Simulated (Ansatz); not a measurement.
Computed with DFT PBE, scalar-relativistic, plane waves, PAW (Ansatz 0.2.0). Cutoff 420 eV, Γ-centred meshes of about 0.25 Å⁻¹ or finer for metals and 0.3 Å⁻¹ for insulators (2π included), Gaussian smearing. No spin polarisation.

All energies are static (0 K, no zero-point motion).

Compare these two cells of KF, each relaxed at this level.

1.

```
K F
1.0
     3.73722    0.00000    0.00000
    -1.86861    3.23653    0.00000
     0.00000    0.00000    6.60049
K F
2 2
Direct
  0.00000 0.00000 0.50000
  0.00000 0.00000 0.00000
  0.66667 0.33333 0.75000
  0.33333 0.66667 0.25000
```

2.

```
K F
1.0
     0.00000    2.97585    2.97585
     2.97585    0.00000    2.97585
     2.97585    2.97585    0.00000
K F
1 1
Direct
  0.00000 0.00000 0.00000
  0.25000 0.25000 0.25000
```

Problem. Which is lower in energy, and by how much?

Solution. Cell 1 is lower, by 44 meV/atom. Cell 1 has the nickel arsenide type, space group P6_3/mmc (No. 194), 20.0 Å³/atom and a gap of 5.90 eV on its mesh; cell 2 has the zinc blende type, space group F-43m (No. 216), 26.4 Å³/atom and a gap of 5.06 eV. Counting F atoms around K (those within 1.25 times the shortest such distance or 1.15 times the sum of covalent radii), cell 1 has K 6 and cell 2 has K 4. The denser one is the lower, and pressure would at first widen the difference. In cell 1, K has 6 F at 2.72 Å; around F lie 6 K at 2.72 Å. In cell 2, K has 4 F at 2.58 Å; F has 4 K at 2.58 Å. Both come from trial cells of a structure search, whose lowest cell (rock salt type, Fm-3m, 19.9 Å³/atom) lies 41 meV/atom below the lower of the two. The part of the Crystallography Open Database at hand lists KF in space group No. 225, which no cell shown has.

Kohn–Sham gaps at this level usually fall short of measured ones. With atoms moved at random, cell 1 came back. Cell 2 had no clear such test and can be a saddle point. Some candidate types were left out of the draw beforehand, so a known form may be missing.
